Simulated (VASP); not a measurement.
# Tm (Fm-3m) in VASP: notebook

One crystal, Tm, is run at these levels: PBEsol; tasks: single point.

Program: VASP 6.6.1. These are calculated values, not measurements. Logs are shortened: lines on timing, memory, paths and dates and some standing lists are left out, and cuts for length are marked.

**1. The crystal as given**

It takes space group Fm-3m (No. 225, cubic). The conventional cell has a = 4.936 Å, b = 4.936 Å, c = 4.936 Å, α = 90.00°, β = 90.00°, γ = 90.00°. Tm (site symmetry m-3m) is surrounded by 12 Tm at 3.49 Å.

This isn't the form of Tm at room conditions, which is hcp.

**2. Single point, PBEsol, collinear spin, ferromagnetic start**

The input, INCAR:

```
ADDGRID = False
ALGO = Normal
EDIFF = 1E-6
ENCUT = 450
GGA = PS
ISIF = 2
ISMEAR = 1
ISPIN = 2
LASPH = False
LCHARG = False
LMAXMIX = 6
LORBIT = 11
LREAL = False
LWAVE = False
MAGMOM = 2
NBANDS = 22
NELM = 100
PREC = Accurate
SIGMA = 0.2
```

The input, KPOINTS:

```
k-points
0
Gamma
  7 7 7
```

The input, POSCAR:

```
Tm
1.0
    0.0000000000      2.4680255249      2.4680255249
    2.4680255249      0.0000000000      2.4680255249
    2.4680255249      2.4680255249      0.0000000000
Tm
1
Direct
    0.0000000000      0.0000000000      0.0000000000
```

Potentials or basis: VASP PAW PBE potentials, release 64 (Tm).

Started as:

```
$ cat potpaw_PBE.64/Tm/POTCAR > POTCAR
$ mpirun -np 1 vasp_std > vasp.out
```

OUTCAR:

```text
EDIFF = 1E-6
   ENCUT = 450
   GGA = PS
   ISIF = 2
   ISMEAR = 1
   ISPIN = 2
   LASPH = False
   LORBIT = 11
   LREAL = False
   NELM = 100
   PREC = Accurate

 Found     20 irreducible k-points:

 Following reciprocal coordinates:
            Coordinates               Weight
  0.000000  0.000000  0.000000      1.000000
  0.142857  0.000000  0.000000      8.000000
  0.285714  0.000000  0.000000      8.000000
  0.428571  0.000000  0.000000      8.000000
  0.142857  0.142857  0.000000      6.000000
  0.285714  0.142857  0.000000     24.000000
   k-points           NKPTS =     20   k-points in BZ     NKDIM =     20   number of bands    NBANDS=     22
   number of dos      NEDOS =    301   number of ions     NIONS =      1
   total plane-waves  NPLWV =  13824
   dimension x,y,z NGX =    24 NGY =   24 NGZ =   24
   dimension x,y,z NGXF=    48 NGYF=   48 NGZF=   48
   ions per type =               1
   NGX,Y,Z   is equivalent  to a cutoff of  11.43, 11.43, 11.43 a.u.
   NGXF,Y,Z  is equivalent  to a cutoff of  22.86, 22.86, 22.86 a.u.
 SYSTEM =  unknown system
   PREC   = accura    normal or accurate (medium, high low for compatibility)
   ISTART =      0    job   : 0-new  1-cont  2-samecut
   ICHARG =      2    charge: 1-file 2-atom 10-const
   ISPIN  =      2    spin polarized calculation?
   LNONCOLLINEAR =      F non collinear calculations
   LSORBIT =      F    spin-orbit coupling
   LASPH  =      F    aspherical Exc in radial PAW
   ENCUT  =  450.0 eV  33.07 Ry    5.75 a.u.   6.04  6.04  6.04*2*pi/ulx,y,z
   NELM   =    100;   NELMIN=  2; NELMDL= -5     # of ELM steps
   EDIFF  = 0.1E-05   stopping-criterion for ELM
   LREAL  =      F    real-space projection
   EDIFFG = 0.1E-04   stopping-criterion for IOM
   NSW    =      0    number of steps for IOM
   IBRION =     -1    ionic relax: 0-MD 1-quasi-New 2-CG
   NFREE  =      0    steps in history (QN), initial steepest desc. (CG)
   ISIF   =      2    stress and relaxation
   ISYM   =      2    0-nonsym 1-usesym 2-fastsym
   POTIM  = 0.5000    time-step for ionic-motion
   TEBEG  =    0.0;   TEEND  =   0.0 temperature during run
   PSTRESS=    0.0 pullay stress
   NELECT =      23.0000    total number of electrons
   NUPDOWN=      -1.0000    fix difference up-down
   EMIN   =  10.00;   EMAX   =-10.00  energy-range for DOS
   EFERMI =   0.00;   METHOD = LEGACY
   ISMEAR =     1;   SIGMA  =   0.20  broadening in eV -4-tet -1-fermi 0-gaus
   EFERMI_NEDOS =   21; number of points for ismear=-14 and -15
   IALGO  =     38    algorithm
   IMIX   =      4    mixing-type and parameters
     AMIX     =   0.40;   BMIX     =  1.00
     AMIX_MAG =   1.60;   BMIX_MAG =  1.00
  volume/ion in A,a.u.               =      30.07       202.90
  Fermi-wavevector in a.u.,A,eV,Ry     =   1.497239  2.829371 30.500515  2.241725
  Thomas-Fermi vector in A             =   2.609152
   LORBIT       =     11    0 simple, 1 ext, 2 COOP (PROOUT), +10 PAW based schemes
   GGA     = PS    functional components
   LHFCALC =     F    Hartree Fock is set to
   AEXX    =    0.0000 exact exchange contribution
   IVDW    =     0    specifies the selected vdW correction
   LEPSILON=     F    determine dielectric tensor
   LRPA    =     F    only Hartree local field effects (RPA)
 spin polarized calculation
 Methfessel and Paxton  Order N= 1 SIGMA  =   0.20
  energy-cutoff  :      450.00
  volume of cell :       30.07
 maximum number of plane-waves:       663
   NGX = 13   NGY = 13   NGZ = 13

 number of electron      23.0000009 magnetization       1.0540247

 Free energy of the ion-electron system (eV)
  ---------------------------------------------------
  ext. energy  EPLUGINS =         0.00000000
  ---------------------------------------------------
  free energy    TOTEN  =        -4.29455194 eV

  energy without entropy =       -4.26498819  energy(sigma->0) =       -4.28469736

 E-fermi :   2.1096     XC(G=0): -10.4187

 val. band max:        2.1077034709   @ k =  -0.2857   0.2857   0.0000
 cond. band min:       2.1127350305   @ k =  -0.4286   0.2857   0.1429
 fundamental gap:      0.0050315596
 Fermi energy:         2.1096142424

 spin component 1

 k-point     1 :       0.0000    0.0000    0.0000
  band No.  band energies     occupation
      1     -48.1720      1.00000
      2     -21.0904      1.00000
      3     -21.0904      1.00000
      4     -21.0904      1.00000
      5      -3.1377      1.00000
      6       0.8154      1.00000
[... 14 lines left out ...]
     21      15.9020      0.00000
     22      17.9742      0.00000

 k-point     2 :       0.1429    0.0000    0.0000
  band No.  band energies     occupation
      1     -48.1637      1.00000
      2     -21.2200      1.00000
      3     -21.1066      1.00000
      4     -21.1066      1.00000
      5      -2.5727      1.00000
      6       0.8255      1.00000
[... 14 lines left out ...]
     21      17.0634      0.00000
     22      20.2395      0.00000

 k-point     3 :       0.2857    0.0000    0.0000
  band No.  band energies     occupation
      1     -48.1451      1.00000
      2     -21.4985      1.00000
      3     -21.1428      1.00000
      4     -21.1428      1.00000
      5      -1.1735      1.00000
      6       0.8478      1.00000
[... 14 lines left out ...]
     21      19.2380      0.00000
     22      19.2380      0.00000

 k-point     4 :       0.4286    0.0000    0.0000
  band No.  band energies     occupation
      1     -48.1301      1.00000
      2     -21.7113      1.00000
      3     -21.1715      1.00000
      4     -21.1715      1.00000
      5       0.0689      1.00000
      6       0.8354      1.00000
[... 14 lines left out ...]
     21      16.6761      0.00000
     22      22.2844      0.00000

 k-point     5 :       0.1429    0.1429    0.0000
  band No.  band energies     occupation
      1     -48.1610      1.00000
      2     -21.2168      1.00000
      3     -21.1349      1.00000
      4     -21.1349      1.00000
      5      -2.3854      1.00000
      6       0.8292      1.00000
[... 14 lines left out ...]
     21      16.3593      0.00000
     22      21.7078      0.00000

 k-point     6 :       0.2857    0.1429    0.0000
  band No.  band energies     occupation
      1     -48.1458      1.00000
      2     -21.4219      1.00000
      3     -21.1785      1.00000
      4     -21.1719      1.00000
      5      -1.2462      1.00000
      6       0.8547      1.00000
[... 14 lines left out ...]
     21      17.3249      0.00000
     22      19.6363      0.00000

 [... further k-points ...]

 spin component 2

 k-point     1 :       0.0000    0.0000    0.0000
  band No.  band energies     occupation
      1     -47.6683      1.00000
      2     -20.7552      1.00000
      3     -20.7552      1.00000
      4     -20.7552      1.00000
      5      -3.3072      1.00000
      6       1.8847      1.03370
[... 14 lines left out ...]
     21      15.8283      0.00000
     22      17.8010      0.00000

 k-point     2 :       0.1429    0.0000    0.0000
  band No.  band energies     occupation
      1     -47.6595      1.00000
      2     -20.8928      1.00000
      3     -20.7723      1.00000
      4     -20.7723      1.00000
      5      -2.7359      1.00000
      6       1.8814      1.03425
[... 14 lines left out ...]
     21      17.0053      0.00000
     22      20.1127      0.00000

 k-point     3 :       0.2857    0.0000    0.0000
  band No.  band energies     occupation
      1     -47.6398      1.00000
      2     -21.1873      1.00000
      3     -20.8105      1.00000
      4     -20.8105      1.00000
      5      -1.3303      1.00000
      6       1.8962      1.03075
[... 14 lines left out ...]
     21      19.1988      0.00000
     22      19.1988      0.00000

 k-point     4 :       0.4286    0.0000    0.0000
  band No.  band energies     occupation
      1     -47.6239      1.00000
      2     -21.4115      1.00000
      3     -20.8406      1.00000
      4     -20.8406      1.00000
      5      -0.1031      1.00000
      6       1.8758      1.03495
[... 14 lines left out ...]
     21      16.5588      0.00000
     22      22.0557      0.00000

 k-point     5 :       0.1429    0.1429    0.0000
  band No.  band energies     occupation
      1     -47.6566      1.00000
      2     -20.8896      1.00000
      3     -20.8022      1.00000
      4     -20.8022      1.00000
      5      -2.5459      1.00000
      6       1.8776      1.03476
[... 14 lines left out ...]
     21      16.3054      0.00000
     22      21.5844      0.00000

 k-point     6 :       0.2857    0.1429    0.0000
  band No.  band energies     occupation
      1     -47.6406      1.00000
      2     -21.1065      1.00000
      3     -20.8480      1.00000
      4     -20.8412      1.00000
      5      -1.3963      1.00000
      6       1.8782      1.03468
[... 14 lines left out ...]
     21      17.2044      0.00000
     22      19.5874      0.00000

 [... further k-points ...]

------------------------ aborting loop because EDIFF is reached ----------------------------------------

  FORCE on cell =-STRESS in cart. coord.  units (eV):
  Direction    XX          YY          ZZ          XY          YZ          ZX
  --------------------------------------------------------------------------------------
  -------------------------------------------------------------------------------------
  Total        0.0270433      0.0270433      0.0270433      0.0000000      0.0000000      0.0000000
  in kB        1.4410888      1.4410888      1.4410888      0.0000000      0.0000000      0.0000000
  external PRESSURE =       1.4410888 kB  Pullay stress =       0.0000000 kB

 VOLUME and BASIS-vectors are now :
 -----------------------------------------------------------------------------
  energy-cutoff  :      450.00
  volume of cell :       30.07
      direct lattice vectors                 reciprocal lattice vectors
     0.000000000  2.468025525  2.468025525    -0.202591098  0.202591098  0.202591098
     2.468025525  0.000000000  2.468025525     0.202591098 -0.202591098  0.202591098
     2.468025525  2.468025525  0.000000000     0.202591098  0.202591098 -0.202591098

 POSITION                                       TOTAL-FORCE (eV/Angst)
 -----------------------------------------------------------------------------------
      0.00000      0.00000      0.00000         0.000000      0.000000      0.000000
 -----------------------------------------------------------------------------------
    total drift:                                0.000000      0.000000     -0.000000

  FREE ENERGIE OF THE ION-ELECTRON SYSTEM (eV)
  ---------------------------------------------------
  free  energy   TOTEN  =        -4.2945519409 eV

  energy  without entropy=       -4.2649881865  energy(sigma->0) =       -4.28469736

 total charge

# of ion       s       p       d       f       tot
--------------------------------------------------
    1        2.223   5.933   0.406  12.514  21.076

 magnetization (x)

# of ion       s       p       d       f       tot
--------------------------------------------------
    1        0.002  -0.031  -0.057   1.255   1.170
```

Wall time 66 s (1 thread of Intel Xeon Platinum 8375C at 2.90GHz (Ice Lake), shared host); peak memory 0.16 GiB.

These settings aren't checked as converged: the numbers below hold their error.

Results:

| Item | Value |
| --- | --- |
| Free energy | -4.2946 eV |
| Pressure | 0.1 GPa |
| Band gap on the k mesh | none (metal or under the smearing width) |
| Net moment | 1.05 μB per cell |
| Site moments | Tm +1.17 μB |
| Valence electrons inside the program's atomic spheres | Tm 21.08 |

Caveat: the magnetic or orbital state may not be the lowest; the PAW data sets were made with another functional, which shifts forces and pressure a little; spin-orbit coupling is left out, which moves the levels of the heavy elements.

**3. Single point, PBEsol, collinear spin, ferromagnetic start**

The input, INCAR:

```
ADDGRID = False
ALGO = Normal
EDIFF = 1E-4
ENCUT = 450
GGA = PS
ISIF = 2
ISMEAR = 1
ISPIN = 2
LASPH = True
LCHARG = False
LMAXMIX = 6
LORBIT = 11
LREAL = Auto
LWAVE = False
MAGMOM = 2
NBANDS = 22
NELM = 100
PREC = Normal
SIGMA = 0.2
```

KPOINTS is that of step 2.

POSCAR is that of step 2.

Potentials or basis: VASP PAW PBE potentials, release 64 (Tm).

Started as:

```
$ cat potpaw_PBE.64/Tm/POTCAR > POTCAR
$ mpirun -np 1 vasp_std > vasp.out
```

Wall time 57 s (1 thread of Intel Xeon Platinum 8375C at 2.90GHz (Ice Lake), shared host); peak memory 0.14 GiB.

These settings aren't checked as converged: the numbers below hold their error.

What came out:

| Item | Value |
| --- | --- |
| Free energy | -4.3331 eV |
| Pressure | 1.8 GPa |
| Band gap on the k mesh | none (metal or under the smearing width) |
| Net moment | 1.07 μB per cell |
| Site moments | Tm +1.19 μB |
| Valence electrons inside the program's atomic spheres | Tm 21.07 |

Caveat: the magnetic or orbital state may not be the lowest; the PAW data sets were made with another functional, which shifts forces and pressure a little; spin-orbit coupling is left out, which moves the levels of the heavy elements.

**4. Single point, PBEsol, collinear spin, ferromagnetic start**

The input, INCAR:

```
ADDGRID = False
ALGO = Normal
EDIFF = 1E-6
ENCUT = 250
GGA = PS
ISIF = 2
ISMEAR = 1
ISPIN = 2
LASPH = True
LCHARG = False
LMAXMIX = 6
LORBIT = 11
LREAL = False
LWAVE = False
MAGMOM = 2
NBANDS = 22
NELM = 100
PREC = Accurate
SIGMA = 0.2
```

The input, KPOINTS:

```
k-points
0
Gamma
  10 10 10
```

POSCAR is that of step 3.

Started as:

```
$ cat potpaw_PBE.64/Tm/POTCAR > POTCAR
$ mpirun -np 1 vasp_std > vasp.out
```

It took 58 s on 1 thread of Intel Xeon Platinum 8375C at 2.90GHz (Ice Lake), shared host; peak memory 0.14 GiB.

The run converged, but a check on its numbers failed (symmetry, net force, bounds or a known fault of this set-up), so they aren't taken as properties of the crystal.

Caveat: the cutoff lies under the usual one of these potentials, so the numbers hold a large basis-set error; the magnetic or orbital state may not be the lowest; the PAW data sets were made with another functional, which shifts forces and pressure a little; spin-orbit coupling is left out, which moves the levels of the heavy elements.

**5. Single point, PBEsol, collinear spin, ferromagnetic start**

Changes to INCAR since step 4:

```diff
@@ -3,3 +3,3 @@
 EDIFF = 1E-6
-ENCUT = 250
+ENCUT = 400
 GGA = PS
```

The input, KPOINTS:

```
k-points
0
Gamma
  8 8 8
```

POSCAR is that of step 4.

Started as:

```
$ cat potpaw_PBE.64/Tm/POTCAR > POTCAR
$ mpirun -np 1 vasp_std > vasp.out
```

It took 45 s on 1 thread of Intel Xeon Platinum 8375C at 2.90GHz (Ice Lake), shared host; peak memory 0.17 GiB.

These settings aren't checked as converged: the numbers below hold their error.

Results:

- Free energy: -4.3222 eV
- Pressure: 0.3 GPa
- Band gap on the k mesh: none (metal or under the smearing width)
- Net moment: 1.04 μB per cell
- Site moments: Tm +1.18 μB
- Valence electrons inside the program's atomic spheres: Tm 21.07

Caveat: the cutoff is under 1.25 times the usual one of these potentials, so pressure, stress and relaxed cells hold a basis-set (Pulay) error; the magnetic or orbital state may not be the lowest; the PAW data sets were made with another functional, which shifts forces and pressure a little; spin-orbit coupling is left out, which moves the levels of the heavy elements.
